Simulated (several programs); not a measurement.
**Many methods on one cell: NaI (rocksalt)**

Rocksalt NaI, relaxed with r2SCAN in Ansatz, was computed with several methods. It is cubic, Fm-3m (No. 225); a = 6.459 Å in the conventional setting, 33.69 Å³ an atom. Around Na lie 6 I at 3.23 Å; around I lie 6 Na at 3.23 Å. The values are computed, spin-unpolarised, and not measurements.

Space group Fm-3m (No. 225). a = 6.459 Å, b = 6.459 Å, c = 6.459 Å, α = 90.00°, β = 90.00°, γ = 90.00°

| atom | site | symmetry | x | y | z |
| --- | --- | --- | --- | --- | --- |
| Na | 4a | m-3m | 0.0000 | 0.0000 | 0.0000 |
| I | 4b | m-3m | 0.5000 | 0.0000 | 0.0000 |

Gaps and times are for a single point on this cell; volume and bulk modulus come from each method's own relaxation or energy curve at fixed shape. Times are rough, from shared hosts (Arm Neoverse V1; NVIDIA H100 80GB HBM3), and each method has its own mesh and cell size. PM6 (MOPAC), PM7 (MOPAC), GFN1-xTB (tblite), GFN2-xTB (tblite) treat a cluster of cells at its zone centre, which samples few k points: where these miss a band edge, the gap comes out too large for that reason alone. Gaps from k meshes are read at a limited set of points (mesh, symmetry points, PBE's band edges), so each method's own least gap may be somewhat smaller. Force fields have no electrons; where one was fitted to this phase, its volume and modulus reflect the fit. xTB and the PM methods were fitted mostly to molecules, and can miss a solid's gap by electronvolts. Minimal bases can be far off for gaps. Times of the plane-wave rungs are withheld (a dash), since they come from other jobs, hosts and meshes; the meshes of hybrids and Hartree-Fock don't converge their gaps to the digits shown. GLLB-SC's gap includes the derivative discontinuity. G0W0 is at finite bands, cutoff and mesh. d marks a direct gap, i an indirect one (no mark: not told apart), a dash a value that wasn't computed or didn't pass its checks.

| method | kind | gap (eV) | own volume (Å³/atom) | bulk modulus (GPa) | atoms computed | processor time |
| --- | --- | --- | --- | --- | --- | --- |
| ffield.eim (LAMMPS) | force field | – | – | – | 2 | 0.13 s |
| light PBE (260 eV, its own mesh) | light plane-wave | 3.64 d | – | – | 2 | 0.84 s |
| GFN1-xTB (tblite) | tight binding | 2.03 | 34.07 | 22 | cluster | 3 s |
| PBE | semilocal | 3.66 d | 34.72 | 15 | 2 | – |
| PM7 (MOPAC) | semi-empirical | 13.65 | – | – | cluster | 4 s |
| GFN2-xTB (tblite) | tight binding | 8.75 | – | – | cluster | 4.8 s |
| PM6 (MOPAC) | semi-empirical | 7.12 | – | – | cluster | 4.9 s |
| r2SCAN | semilocal | 4.45 d | 33.69 | 17 | 2 | – |
| PBE/SZV (CP2K) | small basis | 3.51 d | 35.77 | 16 | 2 | 7.6 s |
| PBE/single zeta (GPAW) | small basis | 3.60 d | – | – | 2 | 9.2 s |
| G0W0@r2SCAN (180 eV screening cutoff) | many-body | 6.09 | – | – | 2 | – |
| PBE/DZVP (CP2K) | small basis | 3.60 d | 34.89 | 16 | 2 | 13 s |
| GLLB-SC (GPAW) | model potential | 6.71 | – | – | 2 | 13 s |
| G0W0@PBE (260 eV screening cutoff) | many-body | 5.69 | – | – | 2 | – |

Against r2SCAN (4.45 eV) the nearest gap at the points sampled is that of PBE (-0.79 eV) and the farthest that of PM7 (MOPAC) (+9.20 eV). r2SCAN is only a yardstick of convenience: semilocal gaps usually lie below measured ones, which GLLB-SC and hybrids aim to mend.

Volumes against r2SCAN's: GFN1-xTB (tblite) +1.1 %, PBE +3.1 %, PBE/SZV (CP2K) +6.2 %, PBE/DZVP (CP2K) +3.6 %.

Spin-orbit coupling is left out, which matters wherever the heavy atoms make up the band edges.
